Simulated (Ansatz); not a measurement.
# PbI2: the band gap up the ladder of functionals

One table from this session's results is given with a row withheld; the runs are named, their logs left out.

Code: Ansatz 0.2.0. PAW datasets, plane waves. The values are computed, spin-unpolarised, and not measurements.

## The cell

The cell was relaxed beforehand with r2SCAN+rVV10.

Space group P-3m1 (No. 164), trigonal; conventional cell a = 4.564 Å, c = 7.047 Å, 42.37 Å³ an atom. Near Pb stand 6 I at 3.24 Å; near I stand 3 Pb at 3.24 Å.

Coordinates:

```xyz
3
Lattice="4.5639 0.0000 0.0000 -2.2819 3.9524 0.0000 0.0000 0.0000 7.0467" Properties=species:S:1:pos:R:3 pbc="T T T"
Pb    0.0000    0.0000    0.0000
I     2.2819    1.3175    5.1670
I     0.0000    2.6349    1.8797
```

Set-up of the first run:

input.yaml reads:

```yaml
crystal:
  lattice:
    - [4.5638667773, 0.0, 0.0]
    - [-2.2819333886, 3.9524245686, 0.0]
    - [0.0, 0.0, 7.0467140841]
  atoms:
    - { symbol: Pb, position: [0.0, 0.0, 0.0] }
    - { symbol: I, position: [0.6666666667, 0.3333333333, 0.7332470705] }
    - { symbol: I, position: [0.3333333333, 0.6666666667, 0.2667529295] }
kpoints:
  mp_grid: { grid: [6, 6, 4] }
  band_path:
    path:
      - [[0.0, 0.0, 0.0], [0.5, -4.436770171622e-17, 3.967017234004e-19], [0.3333333333333, 0.3333333333333, 7.934034468008e-19], [0.0, 0.0, 0.0], [-5.69260763078e-51, -1.431490369881e-35, 0.5], [0.5, -4.42422809124e-17, 0.5], [0.3333333333333, 0.3333333333333, 0.5], [-5.69260763078e-51, -1.431490369881e-35, 0.5]]
      - [[0.5, -4.42422809124e-17, 0.5], [0.5, -4.436770171622e-17, 3.967017234004e-19]]
      - [[0.3333333333333, 0.3333333333333, 0.5], [0.3333333333333, 0.3333333333333, 7.934034468008e-19]]
    npoints: 10
hamiltonian:
  xc: pbe
scf:
  occupations: { method: fermi_dirac, width: 0.02 }
  n_extra_bands: 4
output:
  forces: true
  stress: true
  eigenvalues: true
  write_density: true
  write_potential: true
  elf: true
  volumetric_format: npy
```

Run with:

```
ansatz run input.yaml --threads 2 --pin off --max-ram 29491MiB --backend cpu --events-out ev --progress --plain --runs-dir out
```

Steps of the session up to this table: PBE bands along the symmetry lines; Single point with r2SCAN; HSE06; PBE+SOC; Single point with PBE0; LDA; G0W0 on PBE; Quasiparticle levels, G0W0@PBE; Single point with DDH-PBE0; HSE06+SOC at the same geometry; Hartree-Fock; Single point with r2SCANh.

One of the session's tables, all rows but one given; the rest of the session is left out.

| level | gap (eV) |
| --- | --- |
| PBE | 2.23 |
| r2SCAN | 2.63 |
| HSE06 | ? |
| PBE+SOC | 1.43 |
| PBE0 | 3.57 |
| LDA | 2.05 |
| G0W0@PBE (379 empty bands) | 3.15 |
| G0W0@PBE (941 empty bands) | 3.24 |
| DDH-PBE0 | 3.10 |
| HSE06+SOC | 2.04 |
| Hartree-Fock | 8.08 |
| r2SCANh | 3.10 |

Estimate the missing values for HSE06.

**Answer.** gap (eV): 2.93. In the column «gap (eV)» it lies between r2SCAN (2.63) and DDH-PBE0 (3.10).

Meshes: PBE 6×6×4, r2SCAN 6×6×4, HSE06 6×6×4, PBE+SOC 6×6×4, PBE0 6×6×4, LDA 6×6×4, DDH-PBE0 6×6×4, HSE06+SOC 6×6×2, Hartree-Fock 6×6×4, r2SCANh 6×6×4

PBE reaches 69 % of the G0W0@PBE value, and r2SCAN 81 %. PBE0 lies 0.64 eV above HSE06, which differs from it by screening the long-range exchange. Hartree-Fock lies above G0W0@PBE by 4.8 eV. No extrapolation in bands, cutoff or mesh was made for G0W0.

To keep in mind: Warnings in the runs' records: stress scf threshold loose, stress exchange threshold loose.
